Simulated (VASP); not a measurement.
**Si: single point with r2SCAN**

Si:

```
CELL_PARAMETERS angstrom
3.83132 0.00000 0.00000
-1.91566 3.31802 0.00000
0.00000 0.00000 6.33262
ATOMIC_POSITIONS crystal
Si 0.33333 0.66667 0.06301
Si 0.66667 0.33333 0.56301
Si 0.33333 0.66667 0.43699
Si 0.66667 0.33333 0.93699
```

This isn't the form of Si at room conditions, which is diamond.

```yaml
Program: VASP 6.6.1
Task: single point
Functional: r2SCAN
Potentials_or_basis: VASP PAW PBE potentials, release 64 (Si)
Cutoff: 520 eV
k_mesh: 7 × 7 × 4
Occupations: fermi-dirac, width 0.03 eV
Spin: no spin polarisation
```

The pressure is 0.0 GPa and the largest force is 0.007 eV/Å. The band gap on the k mesh is 0.68 eV, indirect (least direct gap 1.37 eV).

Forces in eV/Å, atoms in the order of the input:
```
Si   0.000  0.000 -0.007
Si   0.000  0.000 -0.007
Si   0.000  0.000  0.007
Si   0.000  0.000  0.007
```

Stress tensor (GPa, compression positive):
```
-0.07  0.00  0.00
 0.00 -0.07  0.00
 0.00  0.00  0.04
```

Levels at points of the mesh, in eV from the valence-band top:
```
           k point  band 6  band 7  band 8  band 9  band 10  band 11
(0.00, 0.00, 0.00)   -0.37    0.00    0.00    1.37     2.17     2.17
(0.00, 0.00, 0.50)   -0.98   -0.98   -0.98    2.15     2.15     3.20
```

It took 34 s on 1 thread of Intel(R) Xeon(R) 6975P-C (Granite Rapids), with other jobs on the host, peak memory 0.19 GiB.

Caveat: the PAW data sets were made with another functional, which shifts forces and pressure a little; an odd mesh through Γ misses points on the zone boundary, where band edges often lie. r2SCAN opens gaps a little over a GGA but as a rule still falls short of measured ones.
